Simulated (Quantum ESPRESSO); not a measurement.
Input of a Quantum ESPRESSO 7.5 run:

Contents of pw.in:

```
&CONTROL
  calculation = 'scf'
  prefix = 'pwscf'
  outdir = './tmp'
  pseudo_dir = './pseudo'
  tprnfor = .true.
  tstress = .true.
  disk_io = 'low'
/
&SYSTEM
  ibrav = 0
  nat = 2
  ntyp = 2
  ecutwfc = 56
  nbnd = 16
  occupations = 'smearing'
  smearing = 'fd'
  degauss = 0.00367493
/
&ELECTRONS
  conv_thr = 4d-10
  electron_maxstep = 120
  mixing_beta = 0.5
/
ATOMIC_SPECIES
Pb   207.2000 Pb.upf
S     32.0600 S.upf
CELL_PARAMETERS angstrom
   0.0000000000    2.9657500000    2.9657500000
   2.9657500000    0.0000000000    2.9657500000
   2.9657500000    2.9657500000    0.0000000000
ATOMIC_POSITIONS angstrom
Pb     0.0000000000    0.0000000000    0.0000000000
S      2.9657500000    2.9657500000    2.9657500000
K_POINTS automatic
8 8 8 1 1 1
```

Contents of gamma.in:

```
&CONTROL
  calculation = 'bands'
  prefix = 'pwscf'
  outdir = './tmp'
  pseudo_dir = './pseudo'
  disk_io = 'low'
  verbosity = 'high'
/
&SYSTEM
  ibrav = 0
  nat = 2
  ntyp = 2
  ecutwfc = 56
  nbnd = 16
  occupations = 'smearing'
  smearing = 'fd'
  degauss = 0.00367493
/
&ELECTRONS
  conv_thr = 1d-08
  electron_maxstep = 120
  mixing_beta = 0.5
  diago_full_acc = .true.
  startingwfc = 'random'
/
ATOMIC_SPECIES
Pb   207.2000 Pb.upf
S     32.0600 S.upf
CELL_PARAMETERS angstrom
   0.0000000000    2.9657500000    2.9657500000
   2.9657500000    0.0000000000    2.9657500000
   2.9657500000    2.9657500000    0.0000000000
ATOMIC_POSITIONS angstrom
Pb     0.0000000000    0.0000000000    0.0000000000
S      2.9657500000    2.9657500000    2.9657500000
K_POINTS crystal
1
0.0 0.0 0.0 1
```

Contents of scf2.in:

```
&CONTROL
  calculation = 'scf'
  prefix = 'pwscf'
  outdir = './tmp'
  pseudo_dir = './pseudo'
  tprnfor = .true.
  tstress = .true.
  disk_io = 'low'
/
&SYSTEM
  ibrav = 0
  nat = 2
  ntyp = 2
  ecutwfc = 56
  nbnd = 16
  occupations = 'fixed'
/
&ELECTRONS
  conv_thr = 1d-13
  electron_maxstep = 120
  mixing_beta = 0.5
  startingpot = 'file'
/
ATOMIC_SPECIES
Pb   207.2000 Pb.upf
S     32.0600 S.upf
CELL_PARAMETERS angstrom
   0.0000000000    2.9657500000    2.9657500000
   2.9657500000    0.0000000000    2.9657500000
   2.9657500000    2.9657500000    0.0000000000
ATOMIC_POSITIONS angstrom
Pb     0.0000000000    0.0000000000    0.0000000000
S      2.9657500000    2.9657500000    2.9657500000
K_POINTS automatic
8 8 8 1 1 1
```

File ph.in:

```
dielectric of PbS
&INPUTPH
  prefix = 'pwscf'
  outdir = './tmp'
  tr2_ph = 1d-18
  fildyn = 'dyn'
  niter_ph = 90
  alpha_mix(1) = 0.7
  epsil = .true.
  trans = .false.
  zeu = .true.
/
0.0000000000 0.0000000000 0.0000000000
```

Potentials or basis: PseudoDojo 0.4.1 SR LDA standard.

Launch:

```bash
$ OMP_NUM_THREADS=1 pw.x -in pw.in > pw.out
$ OMP_NUM_THREADS=1 pw.x -in gamma.in > gamma.out
$ OMP_NUM_THREADS=1 pw.x -in scf2.in > scf2.out
$ OMP_NUM_THREADS=1 ph.x -in ph.in > ph.out
```

(1) Estimate the electronic dielectric tensor (diagonal).

(2) Estimate the Born charges (mean of the diagonal).

(3) Estimate the pressure.

## Answers

(1) 18.09.

(2) Pb +4.55; S -4.54 e.

(3) -2.6 GPa.

**Measured values to compare with.**

A printed reference work, monograph reports, for a bulk crystal of PbS at 300 K: high-frequency dielectric constant 17.2.

Measured high-frequency dielectric constant of PbS: 17.2 (300 K; a printed reference work, monograph). This calculation gives 18.09 (+5.2 %).
